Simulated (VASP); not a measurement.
# Na (P6_3/mmc) in VASP: a series of runs

One crystal, Na, is run at these levels: LDA, PBEsol, PBE; tasks: electric field gradients.

All numbers are computed with VASP 6.6.1; they aren't measurements. Logs are shortened: lines on timing, memory, paths and dates and some standing lists are left out, and cuts for length are marked.

**1. Starting point**

The structure is hexagonal, space group P6_3/mmc (No. 194). Conventional cell: a = 3.767 Å, b = 3.767 Å, c = 6.154 Å, α = 90.00°, β = 90.00°, γ = 120.00°. Around Na (site symmetry -6m2) lie 12 Na at 3.77 Å.

This isn't the form of Na at room conditions, which is bcc.

**2. Electric field gradients, LDA**

The input, INCAR:

```
PREC     = Accurate       # precision mode
ENCUT    = 520            # plane-wave cutoff, eV
EDIFF    = 1E-8           # SCF threshold, eV
ISMEAR   = -1             # smearing method
SIGMA    = 0.05           # smearing width, eV
LREAL    = F              # projectors in reciprocal space
LASPH    = T              # aspherical terms in the spheres
NELM     = 100            # most SCF steps
ALGO     = Normal         # electronic algorithm
ISIF     = 2              # what is computed and relaxed
LWAVE    = F              # write WAVECAR
LCHARG   = F              # write CHGCAR
LEFG     = T            
NBANDS   = 14             # bands
```

The input, KPOINTS:

```
Automatic mesh
0
Gamma
  13 13 7
```

The input, POSCAR:

```
Na
1.0
    3.7670009976      0.0000000000      0.0000000000
   -1.8835004988      3.2623185600      0.0000000000
    0.0000000000      0.0000000000      6.1540000000
Na
2
Direct
    0.3333333333      0.6666666667      0.2500000000
    0.6666666667      0.3333333333      0.7500000000
```

Potentials or basis: VASP PAW LDA potentials, release 64 (Na_pv).

The run is started by

```
cat potpaw_LDA.64/Na_pv/POTCAR > POTCAR
mpirun -np 1 vasp_std > vasp.out
```

OUTCAR:

```text
PREC = Accurate
   ENCUT = 520
   EDIFF = 1E-8
   ISMEAR = -1
   LREAL = F
   LASPH = T
   NELM = 100
   ISIF = 2

 ion  position               nearest neighbor table
   1  0.333  0.667  0.250-
   2  0.667  0.333  0.750-

  LATTYP: Found a hexagonal cell.
 ALAT       =     3.7670009976
 C/A-ratio  =     1.6336603054

  Lattice vectors:

 A1 = (   3.7670009976,   0.0000000000,   0.0000000000)
 A2 = (  -1.8835004988,   3.2623185600,   0.0000000000)
 A3 = (   0.0000000000,   0.0000000000,   6.1540000000)

Analysis of symmetry for initial positions (statically):
=====================================================================
 Subroutine PRICEL returns:
 Original cell was already a primitive cell.

 Routine SETGRP: Setting up the symmetry group for a
 hexagonal supercell.

 Subroutine GETGRP returns: Found 24 space group operations
 (whereof 12 operations were pure point group operations)
 out of a pool of 24 trial point group operations.

The static configuration has the point symmetry D_3d.
 The point group associated with its full space group is D_6h.

Analysis of symmetry for dynamics (positions and initial velocities):
=====================================================================
 Subroutine PRICEL returns:
 Original cell was already a primitive cell.

 Routine SETGRP: Setting up the symmetry group for a
 hexagonal supercell.

 Subroutine GETGRP returns: Found 24 space group operations
 (whereof 12 operations were pure point group operations)
 out of a pool of 24 trial point group operations.

The dynamic configuration has the point symmetry D_3d.
 The point group associated with its full space group is D_6h.

 Subroutine INISYM returns: Found 24 space group operations
 (whereof 12 operations are pure point group operations),
 and found     1 'primitive' translations

----------------------------------------------------------------------------------------

                                     Primitive cell

  volume of cell :      75.6275

  direct lattice vectors                    reciprocal lattice vectors
     3.767000998  0.000000000  0.000000000     0.265463163  0.153265229  0.000000000
    -1.883500499  3.262318560  0.000000000     0.000000000  0.306530457  0.000000000
     0.000000000  0.000000000  6.154000000     0.000000000  0.000000000  0.162495938

  length of vectors
     3.767000998  3.767000998  6.154000000     0.306530457  0.306530457  0.162495938

  position of ions in fractional coordinates (direct lattice)
     0.333333333  0.666666667  0.250000000
     0.666666667  0.333333333  0.750000000

  ion indices of the primitive-cell ions
   primitive index   ion index
                 1           1
                 2           2

----------------------------------------------------------------------------------------

 KPOINTS: Automatic mesh

Automatic generation of k-mesh.
 Grid dimensions read from file:
 generate k-points for:   13   13    7

 Generating k-lattice:

  Cartesian coordinates                     Fractional coordinates (reciprocal lattice)
     0.020420243  0.011789633  0.000000000     0.076923077  0.000000000  0.000000000
     0.000000000  0.023579266  0.000000000     0.000000000  0.076923077  0.000000000
     0.000000000  0.000000000  0.023213705     0.000000000  0.000000000  0.142857143

  Length of vectors
     0.023579266  0.023579266  0.023213705

  Shift w.r.t. Gamma in fractional coordinates (k-lattice)
     0.000000000  0.000000000  0.000000000

 Subroutine IBZKPT returns following result:
 ===========================================
[... 35 lines left out ...]
   ions per type =               2
   NGX,Y,Z   is equivalent  to a cutoff of  12.36, 12.36, 12.97 a.u.
   NGXF,Y,Z  is equivalent  to a cutoff of  24.71, 24.71, 25.93 a.u.
 SYSTEM =  unknown system
   PREC   = accura    normal or accurate (medium, high low for compatibility)
   ISTART =      0    job   : 0-new  1-cont  2-samecut
   ICHARG =      2    charge: 1-file 2-atom 10-const
   ISPIN  =      1    spin polarized calculation?
   LNONCOLLINEAR =      F non collinear calculations
   LSORBIT =      F    spin-orbit coupling
   LASPH  =      T    aspherical Exc in radial PAW
   ENCUT  =  520.0 eV  38.22 Ry    6.18 a.u.   7.00  7.00 11.44*2*pi/ulx,y,z
   NELM   =    100;   NELMIN=  2; NELMDL= -5     # of ELM steps
   EDIFF  = 0.1E-07   stopping-criterion for ELM
   LREAL  =      F    real-space projection
   EDIFFG = 0.1E-06   stopping-criterion for IOM
   NSW    =      0    number of steps for IOM
   IBRION =     -1    ionic relax: 0-MD 1-quasi-New 2-CG
   NFREE  =      0    steps in history (QN), initial steepest desc. (CG)
   ISIF   =      2    stress and relaxation
   ISYM   =      2    0-nonsym 1-usesym 2-fastsym
   POTIM  = 0.5000    time-step for ionic-motion
   TEBEG  =    0.0;   TEEND  =   0.0 temperature during run
   PSTRESS=    0.0 pullay stress
   NELECT =      14.0000    total number of electrons
   NUPDOWN=      -1.0000    fix difference up-down
   EMIN   =  10.00;   EMAX   =-10.00  energy-range for DOS
   EFERMI =   0.00;   METHOD = LEGACY
   ISMEAR =    -1;   SIGMA  =   0.05  broadening in eV -4-tet -1-fermi 0-gaus
   EFERMI_NEDOS =   21; number of points for ismear=-14 and -15
   IALGO  =     38    algorithm
   IMIX   =      4    mixing-type and parameters
     AMIX     =   0.40;   BMIX     =  1.00
     AMIX_MAG =   1.60;   BMIX_MAG =  1.00
  volume/ion in A,a.u.               =      37.81       255.18
  Fermi-wavevector in a.u.,A,eV,Ry     =   0.933020  1.763152 11.844231  0.870526
  Thomas-Fermi vector in A             =   2.059678
   LORBIT       =      0    0 simple, 1 ext, 2 COOP (PROOUT), +10 PAW based schemes
   GGA     = CA    functional components
   LHFCALC =     F    Hartree Fock is set to
   AEXX    =    0.0000 exact exchange contribution
   IVDW    =     0    specifies the selected vdW correction
   LEPSILON=     F    determine dielectric tensor
   LRPA    =     F    only Hartree local field effects (RPA)
 non-spin polarized calculation
  energy-cutoff  :      520.00
  volume of cell :       75.63
 maximum number of plane-waves:      2049
 NGX is ok and might be reduce to    28
   NGX = 13   NGY = 13   NGZ = 23

 number of electron      14.0000012 magnetization

 Free energy of the ion-electron system (eV)
  ---------------------------------------------------
  ext. energy  EPLUGINS =         0.00000000
  ---------------------------------------------------
  free energy    TOTEN  =        -2.88436681 eV

  energy without entropy =       -2.87653194  energy(sigma->0) =       -2.88044938

 E-fermi :   0.0965     XC(G=0):  -6.6720

 val. band max:        0.0497072457   @ k =   0.3077   0.2308   0.1429
 cond. band min:       0.1237216363   @ k =   0.1538  -0.0000   0.1429
 fundamental gap:      0.0740143906
 Fermi energy:         0.0965336279

 k-point     1 :       0.0000    0.0000    0.0000
  band No.  band energies     occupation
      1     -24.8828      2.00000
      2     -24.8548      2.00000
      3     -24.8548      2.00000
      4     -24.8501      2.00000
      5     -24.8501      2.00000
      6     -24.8496      2.00000
      7      -3.1362      2.00000
      8       0.6834      0.00002
      9       0.9970      0.00000
     10       9.9470      0.00000
     11       9.9470      0.00000
     12      10.2159      0.00000
     13      10.2159      0.00000
     14      10.4789      0.00000
[... 377 lines left out ...]
      1     -24.8791      2.00000
      2     -24.8598      2.00000
      3     -24.8566      2.00000
      4     -24.8562      2.00000
      5     -24.8513      2.00000
      6     -24.8513      2.00000
      7      -2.7081      2.00000
      8       0.1237      0.73463
      9       2.3397      0.00000
     10       6.7826      0.00000
     11       8.5886      0.00000
     12       8.7410      0.00000
     13       9.5076      0.00000
     14      10.4786      0.00000

 [... further k-points ...]

------------------------ aborting loop because EDIFF is reached ----------------------------------------

  FORCE on cell =-STRESS in cart. coord.  units (eV):
  Direction    XX          YY          ZZ          XY          YZ          ZX
  --------------------------------------------------------------------------------------
  -------------------------------------------------------------------------------------
  Total       -0.4484963     -0.4484963     -0.3942263      0.0000000      0.0000000      0.0000000
  in kB       -9.5014490     -9.5014490     -8.3517326      0.0000000      0.0000000      0.0000000
  external PRESSURE =      -9.1182102 kB  Pullay stress =       0.0000000 kB

 VOLUME and BASIS-vectors are now :
 -----------------------------------------------------------------------------
  energy-cutoff  :      520.00
  volume of cell :       75.63
      direct lattice vectors                 reciprocal lattice vectors
     3.767000998  0.000000000  0.000000000     0.265463163  0.153265229  0.000000000
    -1.883500499  3.262318560  0.000000000     0.000000000  0.306530457  0.000000000
     0.000000000  0.000000000  6.154000000     0.000000000  0.000000000  0.162495938

 POSITION                                       TOTAL-FORCE (eV/Angst)
 -----------------------------------------------------------------------------------
     -0.00000      2.17488      1.53850        -0.000000      0.000000      0.000000
      1.88350      1.08744      4.61550         0.000000     -0.000000      0.000000
 -----------------------------------------------------------------------------------
    total drift:                                0.000000     -0.000000      0.000000

  FREE ENERGIE OF THE ION-ELECTRON SYSTEM (eV)
  ---------------------------------------------------
  free  energy   TOTEN  =        -2.8843668076 eV

  energy  without entropy=       -2.8765319427  energy(sigma->0) =       -2.88044938

 Electric field gradients (V/A^2)
---------------------------------------------------------------------
 ion       V_xx      V_yy      V_zz      V_xy      V_xz      V_yz
---------------------------------------------------------------------
   1       0.134     0.133    -0.266    -0.001    -0.000     0.000
   2       0.134     0.133    -0.266    -0.001     0.000    -0.000
---------------------------------------------------------------------

 Electric field gradients after diagonalization (V/A^2)
 (convention: |V_zz| > |V_xx| > |V_yy|)
----------------------------------------------------------------------
 ion       V_xx      V_yy      V_zz     asymmetry (V_yy - V_xx)/ V_zz
----------------------------------------------------------------------
   1       0.134     0.132    -0.266       0.006
   2       0.134     0.132    -0.266       0.006
----------------------------------------------------------------------

           NMR quadrupolar parameters

 Cq : quadrupolar parameter    Cq=e*Q*V_zz/h
 eta: asymmetry parameters     (V_yy - V_xx)/ V_zz
 Q  : nuclear electric quadrupole moment in mb (millibarn)
----------------------------------------------------------------------
 ion       Cq(MHz)       eta       Q (mb)
----------------------------------------------------------------------
   1      -0.001       0.006       1.000
   2      -0.001       0.006       1.000
----------------------------------------------------------------------
```

Run time: 22 s. Hardware: 1 thread of Intel Xeon 6975P-C (Granite Rapids), shared host; peak memory 0.19 GiB.

Results:

* Free energy: -2.8844 eV
* Pressure: -0.9 GPa
* Band gap on the k mesh: none (metal or under the smearing width)

Stress tensor (GPa, compression positive):
```
-0.95  0.00  0.00
 0.00 -0.95  0.00
 0.00  0.00 -0.84
```

Electric field gradients, principal values (V/Å²):
| atom | Vxx | Vyy | Vzz |
| --- | --- | --- | --- |
| 1 Na | 0.132 | 0.134 | -0.266 |
| 2 Na | 0.132 | 0.134 | -0.266 |

**3. Electric field gradients, PBEsol**

The input, INCAR:

```
SYSTEM = Na
PREC = Accurate ; ENCUT = 520
EDIFF = 1E-8 ; ISMEAR = -1
SIGMA = 0.05 ; LREAL = .FALSE.
LASPH = .TRUE. ; NELM = 100
ALGO = Normal ; ISIF = 2
LWAVE = .FALSE. ; LCHARG = .FALSE.
GGA = PS ; LEFG = .TRUE.
NBANDS = 14
```

The input, KPOINTS:

```
regular mesh
0
G
  13 13 7
  0 0 0
```

POSCAR is that of step 2.

Potentials or basis: VASP PAW PBE potentials, release 64 (Na_pv).

The run is started by

```
cat potpaw_PBE.64/Na_pv/POTCAR > POTCAR
mpirun -np 1 vasp_std > vasp.out
```

OUTCAR:

```text
SYSTEM = Na
   PREC = Accurate
   ENCUT = 520
   EDIFF = 1E-8
   ISMEAR = -1
   LREAL = .FALSE.
   LASPH = .TRUE.
   NELM = 100
   ISIF = 2
   GGA = PS

 ion  position               nearest neighbor table
   1  0.333  0.667  0.250-
   2  0.667  0.333  0.750-

  LATTYP: Found a hexagonal cell.
 ALAT       =     3.7670009976
 C/A-ratio  =     1.6336603054

  Lattice vectors:

 A1 = (   3.7670009976,   0.0000000000,   0.0000000000)
 A2 = (  -1.8835004988,   3.2623185600,   0.0000000000)
 A3 = (   0.0000000000,   0.0000000000,   6.1540000000)

Analysis of symmetry for initial positions (statically):
=====================================================================
 Subroutine PRICEL returns:
 Original cell was already a primitive cell.

 Routine SETGRP: Setting up the symmetry group for a
[... 600 lines left out ...]
  energy-cutoff  :      520.00
  volume of cell :       75.63
      direct lattice vectors                 reciprocal lattice vectors
     3.767000998  0.000000000  0.000000000     0.265463163  0.153265229  0.000000000
    -1.883500499  3.262318560  0.000000000     0.000000000  0.306530457  0.000000000
     0.000000000  0.000000000  6.154000000     0.000000000  0.000000000  0.162495938

 POSITION                                       TOTAL-FORCE (eV/Angst)
 -----------------------------------------------------------------------------------
     -0.00000      2.17488      1.53850         0.000000      0.000000      0.000000
      1.88350      1.08744      4.61550        -0.000000      0.000000      0.000000
 -----------------------------------------------------------------------------------
    total drift:                                0.000000     -0.000000      0.000000

  FREE ENERGIE OF THE ION-ELECTRON SYSTEM (eV)
  ---------------------------------------------------
  free  energy   TOTEN  =        -2.7996437228 eV

  energy  without entropy=       -2.7917621171  energy(sigma->0) =       -2.79570292

 Electric field gradients (V/A^2)
---------------------------------------------------------------------
 ion       V_xx      V_yy      V_zz      V_xy      V_xz      V_yz
---------------------------------------------------------------------
   1       0.126     0.129    -0.255     0.002    -0.000     0.000
   2       0.126     0.129    -0.255     0.002     0.000    -0.000
---------------------------------------------------------------------

 Electric field gradients after diagonalization (V/A^2)
 (convention: |V_zz| > |V_xx| > |V_yy|)
----------------------------------------------------------------------
 ion       V_xx      V_yy      V_zz     asymmetry (V_yy - V_xx)/ V_zz
----------------------------------------------------------------------
   1       0.130     0.125    -0.255       0.019
   2       0.130     0.125    -0.255       0.019
----------------------------------------------------------------------

           NMR quadrupolar parameters

 Cq : quadrupolar parameter    Cq=e*Q*V_zz/h
 eta: asymmetry parameters     (V_yy - V_xx)/ V_zz
 Q  : nuclear electric quadrupole moment in mb (millibarn)
----------------------------------------------------------------------
 ion       Cq(MHz)       eta       Q (mb)
----------------------------------------------------------------------
   1      -0.001       0.019       1.000
   2      -0.001       0.019       1.000
----------------------------------------------------------------------
```

Wall time 23 s (1 thread of Intel Xeon 6975P-C (Granite Rapids), shared host); peak memory 0.21 GiB.

What came out:

```yaml
Free_energy: -2.7996 eV
Pressure: -0.3 GPa
Band_gap_on_the_k_mesh: none (metal or under the smearing width)
```

Levels at points of the mesh, in eV from the Fermi level:
| k point | band 3 | band 4 | band 5 | band 6 | band 7 | band 8 | band 9 | band 10 | band 11 | band 12 |
| --- | --- | --- | --- | --- | --- | --- | --- | --- | --- | --- |
| (0.00, 0.00, 0.00) | -24.79 | -24.79 | -24.79 | -24.79 | -3.23 | 0.55 | 0.95 | 9.88 | 9.88 | 10.22 |

Electric field gradients, principal values (V/Å²):
| atom | Vxx | Vyy | Vzz |
| --- | --- | --- | --- |
| 1 Na | 0.125 | 0.130 | -0.255 |
| 2 Na | 0.125 | 0.130 | -0.255 |

Caveat: the PAW data sets were made with another functional, which shifts forces and pressure a little.

(Part 1 of 2 ends here.)
